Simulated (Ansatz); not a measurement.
Level of theory: DFT PBE, scalar-relativistic, plane waves, PAW (Ansatz). Settings: cutoff 420 eV, Γ-centred meshes spaced at most about 0.3 Å⁻¹, and about 0.25 Å⁻¹ or finer for metals (2π included), Gaussian smearing. No spin polarisation.

All energies are static (0 K, no zero-point motion).

Question: Order these relaxed structures of Hf4Si by energy, lowest first, with the energy over the lowest of them.
A.

```
Hf Si
1.0
     3.19385    0.00000    0.00000
    -1.59693    2.76596    0.00000
     0.00000    0.00000   11.90792
Hf Si
4 1
Cartesian
  1.5969 0.9220 9.7410
  0.0000 1.8440 2.1670
  1.5969 0.9220 4.6363
  0.0000 1.8440 7.2716
  0.0000 0.0000 0.0000
```

B.

```
Hf Si
1.0
    -3.48034    3.48034    2.10302
     3.48034   -3.48034    2.10302
     3.48034    3.48034   -2.10302
Hf Si
4 1
Direct
  0.19926 0.38896 0.58822
  0.38896 0.80074 0.18971
  0.61104 0.19926 0.81029
  0.80074 0.61104 0.41178
  0.00000 0.00000 0.00000
```

C.

```
Hf Si
1.0
    -1.73449    1.73449    8.47619
     1.73449   -1.73449    8.47619
     1.73449    1.73449   -8.47619
Hf Si
4 1
Direct
  0.19100 0.19100 0.00000
  0.58379 0.58379 0.00000
  0.41621 0.41621 0.00000
  0.80900 0.80900 0.00000
  0.00000 0.00000 0.00000
```

D.

```
Hf Si
1.0
    -3.74343    3.74343    1.82668
     3.74343   -3.74343    1.82668
     3.74343    3.74343   -1.82668
Hf Si
4 1
Cartesian
  3.0950 1.6318 1.8267
  -1.6318 3.0950 1.8267
  5.3752 0.6484 0.0000
  0.6484 2.1117 0.0000
  0.0000 0.0000 1.8267
```

Answer: C (0 meV/atom), D (28 meV/atom), B (53 meV/atom), A (117 meV/atom). Forms: C I4/mmm; D I4/m; B I4/m; A P-3m1. Counting Hf atoms around Si (those within 1.25 times the shortest such distance or 1.15 times the sum of covalent radii, 1.27 where that leaves under three; a plus sign parts nearer from farther groups): C has Si 8+2; D has Si 8+4; B has Si 12; A has Si 6. Origin: A, B and C, invented; D, invented, then shaken at random and relaxed again. The lowest form computed isn't among them: it has space group P4/nbm (No. 125), 21.6 Å³/atom and lies 18 meV/atom below the best shown.

For metals, differences of a few meV/atom aren't resolved. These runs have no spin–orbit coupling, which can matter for Hf. Cells relaxed within their symmetry can be saddle points. Some types were kept out of the candidates beforehand, so the set may lack a known form.
